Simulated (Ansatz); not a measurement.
Here is an Ansatz 0.2.0 calculation.

The input input.yaml:

```yaml
crystal:
  lattice:
    - [-1.5765401831, 1.5765401831, 2.7119384313]
    - [1.5765401831, -1.5765401831, 2.7119384313]
    - [1.5765401831, 1.5765401831, -2.7119384313]
  atoms:
    - { symbol: Sb, position: [0.0, 0.0, 0.0] }
hamiltonian:
  xc: pbesol
  pseudopotentials: { kind: paw }
kpoints:
  mp_grid: { grid: [12, 12, 12] }
scf:
  occupations: { method: fermi_dirac, width: 0.05 }
output:
  forces: true
  stress: true
  eigenvalues: true
  write_density: true
  write_potential: true
  elf: true
  volumetric_format: npy
relax:
  f_tol: 0.01
  max_steps: 40
  cell: { stress_tol: 0.05, p_target: 20.0 }
```

Potentials or basis: Ansatz PAW.

The run is started by

```bash
$ ansatz run input.yaml --threads 2 --pin off --max-ram 5632MiB --backend cpu --events-out ev --progress --plain --runs-dir out
```

Problem. Predict the space group after relaxing (to 0.05 Å).

Solution. I4/mmm (No. 139).

Problem. Predict the relaxed cell.

Solution. a = 3.210 Å, b = 3.210 Å, c = 3.210 Å, α = 124.28°, β = 124.28°, γ = 82.73°.

Problem. What does it give for the band gap on the k mesh?

Solution. None (metal or under the smearing width).

Problem. Predict the relaxed volume.

Solution. 21.69 Å³/atom.

Final structure:
```yaml
crystal:
  lattice:
    - [-1.50023, 1.50023, 2.40935]
    - [1.50023, -1.50023, 2.40935]
    - [1.50023, 1.50023, -2.40935]
  atoms:
    - { symbol: Sb, position: [0.00000, 0.00000, 0.00000] }
```

Caveat: the volume moved by over 15 % at a fixed basis, so the end points are rough; the PAW data sets come from PBE, with cores solved anew for the run's functional, which leaves a small shift of forces and pressure. Spin-orbit coupling is left out, which matters for the levels of Sb.
